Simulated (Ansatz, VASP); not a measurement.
**Cd in VASP and in Ansatz**

Contents of INCAR:

```
SYSTEM = Cd
PREC     = Accurate       ! precision mode
ENCUT    = 520            ! plane-wave cutoff, eV
EDIFF    = 1E-7           ! SCF threshold, eV
ISMEAR   = -1             ! smearing method
SIGMA    = 0.05           ! smearing width, eV
LREAL    = .FALSE.        ! projectors in reciprocal space
LASPH    = .TRUE.         ! aspherical terms in the spheres
NELM     = 80             ! most SCF steps
ALGO     = Normal         ! electronic algorithm
ISIF     = 2              ! what is computed and relaxed
LWAVE    = .FALSE.        ! write WAVECAR
LCHARG   = .FALSE.        ! write CHGCAR
GGA      = PE             ! functional
NBANDS   = 12             ! bands
```

File KPOINTS:

```
regular mesh
0
G
  10 10 10
  0 0 0
```

Contents of POSCAR:

```
Cd
1.0
    0.0000000000      2.2181497500      2.2181497500
    2.2181497500      0.0000000000      2.2181497500
    2.2181497500      2.2181497500      0.0000000000
Cd
1
Direct
    0.0000000000      0.0000000000      0.0000000000
```

File input.yaml:

```yaml
crystal:
  lattice:
    - [0.0, 2.21814975, 2.21814975]
    - [2.21814975, 0.0, 2.21814975]
    - [2.21814975, 2.21814975, 0.0]
  atoms:
    - { symbol: Cd, position: [0.0, 0.0, 0.0] }
hamiltonian:
  xc: pbe
  pseudopotentials: { kind: paw }
kpoints:
  mp_grid: { grid: [10, 10, 10] }
scf:
  occupations: { method: fermi_dirac, width: 0.05 }
output:
  forces: true
  stress: true
  eigenvalues: true
  write_density: true
  write_potential: true
  elf: true
  volumetric_format: npy
```

This isn't the form of Cd at room conditions, which is hcp.

Alike in both runs: task single point; functional PBE; k mesh 10 × 10 × 10; occupations fermi-dirac, width 0.05 eV; no spin polarisation.

```csv
,VASP,Ansatz
version,VASP 6.6.1,Ansatz 0.2.0
potentials or method,"VASP PAW PBE potentials, release 64 (Cd)",Ansatz PAW
plane-wave cutoff (eV),520,420
valence electrons in the cell,12,20
```

```csv
,VASP,Ansatz,Ansatz less VASP
gap on the k mesh at the Fermi level (eV),none,none,-
pressure (GPa),2.6,2.3,-0.29
```

A gap of «none» marks a metal or a gap that the smearing closes. With one functional, cell and mesh, what is left measures potentials, basis and numerics. The two sets of potentials don't hold the same shells in valence.
